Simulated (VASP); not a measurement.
# Pt in VASP: relaxation of the atoms with LDA

Aim: the relaxation of the atoms of Pt with LDA.

All numbers are computed with VASP 6.6.1; they aren't measurements. Logs are shortened: lines on timing, memory, paths and dates and some standing lists are left out, and cuts for length are marked.

## (1) The slab as given

The cell holds a slab with vacuum, 9 atoms: a = 2.775 Å, b = 2.775 Å, c = 33.124 Å, α = 90.00°, β = 90.00°, γ = 60.00°.

The slab is cut from a database's or a generator's crystal, which needn't be the stable form of the element.

## (2) Relaxation of the atoms, LDA

INCAR reads:

```
ALGO = Normal
EDIFF = 1E-6
EDIFFG = -0.01
ENCUT = 350
IBRION = 2
ISIF = 2
ISMEAR = -1
LASPH = True
LCHARG = False
LREAL = False
LWAVE = False
NELM = 80
NSW = 40
PREC = Accurate
SIGMA = 0.05
```

KPOINTS reads:

```
k-points
0
Gamma
  13 13 1
```

POSCAR reads:

```
Pt
1.0
    2.7746870094      0.0000000000      0.0000000000
    1.3873435047      2.4029494377      0.0000000000
    0.0000000000      0.0000000000     33.1241796504
Pt
9
Direct
    0.3333333333      0.3333333333      0.2264207017
    0.6666666667      0.6666666667      0.2948155263
    0.0000000000      0.0000000000      0.3632103509
    0.3333333333      0.3333333333      0.4316051754
    0.6666666667      0.6666666667      0.5000000000
    0.0000000000      0.0000000000      0.5683948246
    0.3333333333      0.3333333333      0.6367896491
    0.6666666667      0.6666666667      0.7051844737
    0.0000000000      0.0000000000      0.7735792983
```

Potentials or basis: VASP PAW LDA potentials, release 64 (Pt).

Launch:

```sh
cat potpaw_LDA.64/Pt/POTCAR > POTCAR
mpirun -np 1 vasp_std > vasp.out
```

OUTCAR:

```text
EDIFF = 1E-6
   EDIFFG = -0.01
   ENCUT = 350
   IBRION = 2
   ISIF = 2
   ISMEAR = -1
   LASPH = True
   LREAL = False
   NELM = 80
   NSW = 40
   PREC = Accurate

 ion  position               nearest neighbor table
   1  0.333  0.333  0.226-   2 2.77   2 2.77   2 2.77
   2  0.667  0.667  0.295-   1 2.77   3 2.77   1 2.77   3 2.77   3 2.77   1 2.77
   3  0.000  0.000  0.363-   4 2.77   4 2.77   4 2.77   2 2.77   2 2.77   2 2.77
   4  0.333  0.333  0.432-   3 2.77   3 2.77   3 2.77   5 2.77   5 2.77   5 2.77
   5  0.667  0.667  0.500-   4 2.77   6 2.77   4 2.77   6 2.77   6 2.77   4 2.77
   6  0.000  0.000  0.568-   7 2.77   7 2.77   7 2.77   5 2.77   5 2.77   5 2.77
   7  0.333  0.333  0.637-   6 2.77   6 2.77   6 2.77   8 2.77   8 2.77   8 2.77
   8  0.667  0.667  0.705-   7 2.77   9 2.77   7 2.77   9 2.77   9 2.77   7 2.77
   9  0.000  0.000  0.774-   8 2.77   8 2.77   8 2.77

  LATTYP: Found a hexagonal cell.
 ALAT       =     2.7746870094
 C/A-ratio  =    11.9379877940

  Lattice vectors:

 A1 = (  -1.3873435047,  -2.4029494377,   0.0000000000)
 A2 = (   2.7746870094,   0.0000000000,   0.0000000000)
 A3 = (   0.0000000000,   0.0000000000,  33.1241796504)

Analysis of symmetry for initial positions (statically):
=====================================================================
 Subroutine PRICEL returns:
 Original cell was already a primitive cell.

 Routine SETGRP: Setting up the symmetry group for a
 hexagonal supercell.

 Subroutine GETGRP returns: Found 12 space group operations
 (whereof  6 operations were pure point group operations)
 out of a pool of 24 trial point group operations.

The static configuration has the point symmetry C_3v.
 The point group associated with its full space group is D_3d.

Analysis of symmetry for dynamics (positions and initial velocities):
=====================================================================
 Subroutine PRICEL returns:
 Original cell was already a primitive cell.

 Routine SETGRP: Setting up the symmetry group for a
 hexagonal supercell.

 Subroutine GETGRP returns: Found 12 space group operations
 (whereof  6 operations were pure point group operations)
 out of a pool of 24 trial point group operations.

The dynamic configuration has the point symmetry C_3v.
 The point group associated with its full space group is D_3d.

 Subroutine INISYM returns: Found 12 space group operations
 (whereof  6 operations are pure point group operations),
 and found     1 'primitive' translations

----------------------------------------------------------------------------------------

                                     Primitive cell

  volume of cell :     220.8532

  direct lattice vectors                    reciprocal lattice vectors
     2.774687009  0.000000000  0.000000000     0.360401010 -0.208077620  0.000000000
     1.387343505  2.402949438  0.000000000     0.000000000  0.416155240  0.000000000
     0.000000000  0.000000000 33.124179650     0.000000000  0.000000000  0.030189427

  length of vectors
     2.774687009  2.774687009 33.124179650     0.416155240  0.416155240  0.030189427

  position of ions in fractional coordinates (direct lattice)
     0.333333333  0.333333333  0.226420702
     0.666666667  0.666666667  0.294815526
     0.000000000  0.000000000  0.363210351
     0.333333333  0.333333333  0.431605175
     0.666666667  0.666666667  0.500000000
     0.000000000  0.000000000  0.568394825
     0.333333333  0.333333333  0.636789649
     0.666666667  0.666666667  0.705184474
     0.000000000  0.000000000  0.773579298

  ion indices of the primitive-cell ions
   primitive index   ion index
                 1           1
                 2           2
                 3           3
                 4           4
                 5           5
                 6           6
                 7           7
                 8           8
                 9           9

----------------------------------------------------------------------------------------

 KPOINTS: k-points

Automatic generation of k-mesh.
 Grid dimensions read from file:
 generate k-points for:   13   13    1

 Generating k-lattice:

  Cartesian coordinates                     Fractional coordinates (reciprocal lattice)
     0.027723155 -0.016005971  0.000000000     0.076923077 -0.000000000  0.000000000
     0.000000000  0.032011942  0.000000000     0.000000000  0.076923077  0.000000000
     0.000000000  0.000000000  0.030189427     0.000000000  0.000000000  1.000000000

  Length of vectors
     0.032011942  0.032011942  0.030189427

  Shift w.r.t. Gamma in fractional coordinates (k-lattice)
     0.000000000  0.000000000  0.000000000

 Subroutine IBZKPT returns following result:
 ===========================================

 Found     21 irreducible k-points:

 Following reciprocal coordinates:
            Coordinates               Weight
  0.000000  0.000000  0.000000      1.000000
  0.076923 -0.000000  0.000000      6.000000
  0.153846  0.000000  0.000000      6.000000
  0.230769  0.000000  0.000000      6.000000
  0.307692  0.000000  0.000000      6.000000
  0.384615  0.000000  0.000000      6.000000
[... 13 lines left out ...]
 -0.384615  0.230769  0.000000      6.000000
 -0.384615  0.307692  0.000000      6.000000
   k-points           NKPTS =     21   k-points in BZ     NKDIM =     21   number of bands    NBANDS=     54
   number of dos      NEDOS =    301   number of ions     NIONS =      9
   total plane-waves  NPLWV =  68040
   dimension x,y,z NGX =    18 NGY =   18 NGZ =  210
   dimension x,y,z NGXF=    36 NGYF=   36 NGZF=  420
   ions per type =               9
   NGX,Y,Z   is equivalent  to a cutoff of  10.78, 10.78, 10.54 a.u.
   NGXF,Y,Z  is equivalent  to a cutoff of  21.57, 21.57, 21.08 a.u.
 SYSTEM =  unknown system
   PREC   = accura    normal or accurate (medium, high low for compatibility)
   ISTART =      0    job   : 0-new  1-cont  2-samecut
   ICHARG =      2    charge: 1-file 2-atom 10-const
   ISPIN  =      1    spin polarized calculation?
   LNONCOLLINEAR =      F non collinear calculations
   LSORBIT =      F    spin-orbit coupling
   LASPH  =      T    aspherical Exc in radial PAW
   ENCUT  =  350.0 eV  25.72 Ry    5.07 a.u.   4.23  4.23 50.53*2*pi/ulx,y,z
   NELM   =     80;   NELMIN=  2; NELMDL= -5     # of ELM steps
   EDIFF  = 0.1E-05   stopping-criterion for ELM
   LREAL  =      F    real-space projection
   EDIFFG = -.1E-01   stopping-criterion for IOM
   NSW    =     40    number of steps for IOM
   IBRION =      2    ionic relax: 0-MD 1-quasi-New 2-CG
   NFREE  =      1    steps in history (QN), initial steepest desc. (CG)
   ISIF   =      2    stress and relaxation
   ISYM   =      2    0-nonsym 1-usesym 2-fastsym
   POTIM  = 0.5000    time-step for ionic-motion
   TEBEG  =    0.0;   TEEND  =   0.0 temperature during run
   PSTRESS=    0.0 pullay stress
   NELECT =      90.0000    total number of electrons
   NUPDOWN=      -1.0000    fix difference up-down
   EMIN   =  10.00;   EMAX   =-10.00  energy-range for DOS
   EFERMI =   0.00;   METHOD = LEGACY
   ISMEAR =    -1;   SIGMA  =   0.05  broadening in eV -4-tet -1-fermi 0-gaus
   EFERMI_NEDOS =   21; number of points for ismear=-14 and -15
   IALGO  =     38    algorithm
   IMIX   =      4    mixing-type and parameters
     AMIX     =   0.40;   BMIX     =  1.00
     AMIX_MAG =   1.60;   BMIX_MAG =  1.00
  volume/ion in A,a.u.               =      24.54       165.60
  Fermi-wavevector in a.u.,A,eV,Ry     =   1.213727  2.293612 20.043200  1.473134
  Thomas-Fermi vector in A             =   2.349170
   LORBIT       =      0    0 simple, 1 ext, 2 COOP (PROOUT), +10 PAW based schemes
   GGA     = CA    functional components
   LHFCALC =     F    Hartree Fock is set to
   AEXX    =    0.0000 exact exchange contribution
   IVDW    =     0    specifies the selected vdW correction
   LEPSILON=     F    determine dielectric tensor
   LRPA    =     F    only Hartree local field effects (RPA)
 conjugate gradient relaxation of ions
 non-spin polarized calculation
  energy-cutoff  :      350.00
  volume of cell :      220.85
 maximum number of plane-waves:      3335
 NGX is ok and might be reduce to    18
   NGX =  9   NGY =  9   NGZ =101

--------------------------------------- Ionic step        1  -------------------------------------------

 number of electron      90.0000018 magnetization

 Free energy of the ion-electron system (eV)
  ---------------------------------------------------
  ext. energy  EPLUGINS =         0.00000000
  ---------------------------------------------------
  free energy    TOTEN  =       -65.82866353 eV

  energy without entropy =      -65.67336425  energy(sigma->0) =      -65.75101389

------------------------ aborting loop because EDIFF is reached ----------------------------------------

  FORCE on cell =-STRESS in cart. coord.  units (eV):
  Direction    XX          YY          ZZ          XY          YZ          ZX
  --------------------------------------------------------------------------------------
  -------------------------------------------------------------------------------------
  Total      -10.3126432    -10.3126432     -5.2037183      0.0000000      0.0000000      0.0000000
  in kB      -74.8129548    -74.8129548    -37.7503165      0.0000000      0.0000000      0.0000000
  external PRESSURE =     -62.4587420 kB  Pullay stress =       0.0000000 kB
[... 110 lines left out ...]
  FREE ENERGIE OF THE ION-ELECTRON SYSTEM (eV)
  ---------------------------------------------------
  free  energy   TOTEN  =       -65.8388087880 eV

  energy  without entropy=      -65.6841417879  energy(sigma->0) =      -65.76147529

[... ionic steps 4 to 12 ...]

--------------------------------------- Ionic step       13  -------------------------------------------

 number of electron      90.0000016 magnetization

------------------------ aborting loop because EDIFF is reached ----------------------------------------

  FORCE on cell =-STRESS in cart. coord.  units (eV):
  Direction    XX          YY          ZZ          XY          YZ          ZX
  --------------------------------------------------------------------------------------
  -------------------------------------------------------------------------------------
  Total       -7.3406804     -7.3406804     -0.7291934      0.0000000      0.0000000      0.0000000
  in kB      -53.2528844    -53.2528844     -5.2899256      0.0000000      0.0000000      0.0000000
  external PRESSURE =     -37.2652315 kB  Pullay stress =       0.0000000 kB
[... 71 lines left out ...]
  energy  without entropy=      -65.7193703952  energy(sigma->0) =      -65.79447323

--------------------------------------- Ionic step       15  -------------------------------------------

 number of electron      90.0000016 magnetization

 Free energy of the ion-electron system (eV)
  ---------------------------------------------------
  ext. energy  EPLUGINS =         0.00000000
  ---------------------------------------------------
  free energy    TOTEN  =       -65.86959321 eV

  energy without entropy =      -65.71942579  energy(sigma->0) =      -65.79450950

 E-fermi :   4.5054     XC(G=0):  -8.9237

 val. band max:        4.5030457226   @ k =   0.2308   0.0000   0.0000
 cond. band min:       4.5054981062   @ k =   0.3077   0.0000   0.0000
 fundamental gap:      0.0024523836
 Fermi energy:         4.5054290728

 k-point     1 :       0.0000    0.0000    0.0000
  band No.  band energies     occupation
      1      -5.7885      2.00000
      2      -5.4136      2.00000
      3      -4.8188      2.00000
      4      -4.1478      2.00000
      5      -3.5155      2.00000
      6      -3.1050      2.00000
[... 1222 lines left out ...]
  FREE ENERGIE OF THE ION-ELECTRON SYSTEM (eV)
  ---------------------------------------------------
  free  energy   TOTEN  =       -65.8695932135 eV

  energy  without entropy=      -65.7194257902  energy(sigma->0) =      -65.79450950

 reached required accuracy - stopping structural energy minimisation
```

It took 34 min on 1 thread of Intel Xeon Platinum 8559C (Emerald Rapids), shared host; peak memory 0.25 GiB.

Results:

```
Free energy                  : -65.8696 eV
Energy gained by relaxing    : 4.5 meV/atom
Ionic steps                  : 15
Largest force after relaxing : 0.009 eV/Å
Band gap on the k mesh       : none (metal or under the smearing width)
```

Forces in eV/Å, atoms in the order of the input:
```
Pt   0.000  0.000  0.001
Pt   0.000  0.000  0.006
Pt   0.000  0.000 -0.009
Pt   0.000  0.000  0.002
Pt   0.000  0.000  0.000
Pt   0.000  0.000 -0.002
Pt   0.000  0.000  0.009
Pt   0.000  0.000 -0.006
Pt   0.000  0.000 -0.001
```

Step by step:
| step | energy change (eV) | largest force (eV/Å) | pressure (GPa) |
| --- | --- | --- | --- |
| 1 | 0.0000 | 0.1788 | -6.25 |
| 2 | -0.0044 | 0.1448 | -6.14 |
| 3 | -0.0101 | 0.1822 | -5.89 |
| 4 | -0.0107 | 0.1983 | -5.77 |
| 5 | -0.0136 | 0.1720 | -5.65 |
| 6 | -0.0199 | 0.1721 | -5.28 |
| 7 | -0.0219 | 0.3287 | -4.52 |
| 8 | -0.0229 | 0.2687 | -4.81 |
| 9 | -0.0279 | 0.1874 | -4.59 |
| 10 | -0.0334 | 0.1870 | -4.04 |
| 11 | -0.0379 | 0.1201 | -3.93 |
| 12 | -0.0408 | 0.0228 | -3.76 |
| 13 | -0.0409 | 0.0165 | -3.73 |
| 14 | -0.0409 | 0.0165 | -3.71 |
| 15 | -0.0409 | 0.0093 | -3.71 |

Final structure:
```cif
data_structure
_symmetry_space_group_name_H-M 'P 1'
_symmetry_Int_Tables_number 1
_cell_length_a 2.7747
_cell_length_b 2.7747
_cell_length_c 33.1242
_cell_angle_alpha 90.000
_cell_angle_beta 90.000
_cell_angle_gamma 60.000
_cell_volume 220.85
loop_
_atom_site_label
_atom_site_type_symbol
_atom_site_fract_x
_atom_site_fract_y
_atom_site_fract_z
_atom_site_occupancy
Pt1 Pt 0.33333 0.33333 0.23077 1
Pt2 Pt 0.66667 0.66667 0.29861 1
Pt3 Pt 0.00000 0.00000 0.36563 1
Pt4 Pt 0.33333 0.33333 0.43265 1
Pt5 Pt 0.66667 0.66667 0.50000 1
Pt6 Pt 0.00000 0.00000 0.56735 1
Pt7 Pt 0.33333 0.33333 0.63437 1
Pt8 Pt 0.66667 0.66667 0.70139 1
Pt9 Pt 0.00000 0.00000 0.76923 1
```
